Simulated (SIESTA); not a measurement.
## Ca under changes of volume

One of the cells (44.504 Å³/atom); the others are scaled copies at fixed shape and fractional positions:

```
Ca
1.0
     0.00000    2.81271    2.81271
     2.81271    0.00000    2.81271
     2.81271    2.81271    0.00000
Ca
1
Cartesian
  0.0000 0.0000 0.0000
```

- Program: SIESTA 5.4.2
- Functional: PBE
- Potentials or basis: PseudoDojo 0.4 standard (PBE files)
- Basis: DZP (energy shift 0.003 Ry; two zetas on semicore shells; d shell added on Ca)
- Grid cutoff: 800 Ry
- Energy shift: 0.003 Ry
- k mesh: 8 × 8 × 8
- Occupations: fermi-dirac, width 0.05 eV
- Spin: no spin polarisation

```csv
volume (Å³/atom),energy over the lowest point (meV/atom),pressure (GPa)
41.014,2.39,0.6
41.886,0.19,0.2
42.759,0.00,-0.1
44.504,5.08,-0.8
45.377,?,?
46.250,16.43,-1.3
```

Task: What does the run at 45.377 Å³/atom give?

Result: Energy over the lowest point 10.03 meV/atom; pressure -1.0 GPa.

Worked out: A Birch-Murnaghan fit of order 3 (a polynomial in V^(-2/3)) to the other rows has its minimum at 42.40 Å³/atom with B0 = V·E''(V) = 17.2 GPa and B' = 3.2. It gives 10.04 meV/atom at 45.377 Å³/atom, against the run's 10.03, and -dE/dV = -1.0 GPa, against -1.0.

Energies are extrapolated to zero smearing.

Caveats: the basis of atomic orbitals isn't converged, which shifts pressures, moduli and gaps.
